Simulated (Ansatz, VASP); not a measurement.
**Fe in VASP and in Ansatz**

Contents of INCAR:

```
PREC = Accurate ; ENCUT = 520
EDIFF = 1E-6 ; ISMEAR = -1
SIGMA = 0.05 ; LREAL = False
LASPH = True ; NELM = 150
ALGO = Normal ; ISIF = 2
LWAVE = False ; LCHARG = False
ISPIN = 2 ; MAGMOM = 3
LORBIT = 11 ; LMAXMIX = 4
NBANDS = 14
```

KPOINTS

```
regular mesh
0
Gamma
  13 13 13
```

Contents of POSCAR:

```
Fe
1.0
    0.0000000000      1.9545992686      1.9781194830
    1.5083634409      0.0000000000      1.9781194830
    1.5083634409      1.9545992686      0.0000000000
Fe
1
Direct
    0.0000000000      0.0000000000      0.0000000000
```

Contents of input.yaml:

```yaml
crystal:
  lattice:
    - [0.0, 1.9545992686, 1.978119483]
    - [1.5083634409, 0.0, 1.978119483]
    - [1.5083634409, 1.9545992686, 0.0]
  atoms:
    - { symbol: Fe, position: [0.0, 0.0, 0.0], spin: 3.0 }
kpoints:
  mp_grid: { grid: [13, 13, 13] }
scf:
  occupations: { method: fermi_dirac, width: 0.05 }
hamiltonian:
  xc: lda
  pseudopotentials: { kind: all_electron, lapw: { basis_error: 0.001 } }
magnetization:
  spin_polarized: true
output:
  forces: true
  stress: true
  eigenvalues: true
```

Change from the starting cell: volume scaled by 1.02.

Alike in both runs: task single point; functional LDA; k mesh 13 × 13 × 13; occupations fermi-dirac, width 0.05 eV; collinear spin.

|  | VASP | Ansatz |
| --- | --- | --- |
| version | VASP 6.6.1 | Ansatz 0.2.0 |
| potentials or method | VASP PAW LDA potentials, release 64 (Fe) | all-electron LAPW, scalar-relativistic |
| plane-wave cutoff (eV) | 520 | see its input |

Ansatz gave:

| Quantity | Value |
| --- | --- |
| gap on the k mesh at the Fermi level (eV) | none |
| pressure (GPa) | -21.5 |
| largest component of the traceless stress (GPa) | 4.87 |
| net moment per atom (μB) | 2.18 |
| size of the moment on the site where the two differ most (μB) | 2.21 |

Task: Which values does VASP return?

Result: gap on the k mesh at the Fermi level (eV): none; pressure (GPa): -22.2; largest component of the traceless stress (GPa): 5.23; net moment per atom (μB): 2.15; size of the moment on the site where the two differ most (μB): 2.12.

Site moments also hang on the region over which each program counts them. A gap of «none» marks a metal or a gap that the smearing closes. Ansatz ran all-electron here, so the differences hold the error of VASP's frozen core and of both bases.

Caveats: so large a pressure means that the cell lies far from this level's equilibrium, or that cutoff or potentials fall short (VASP).
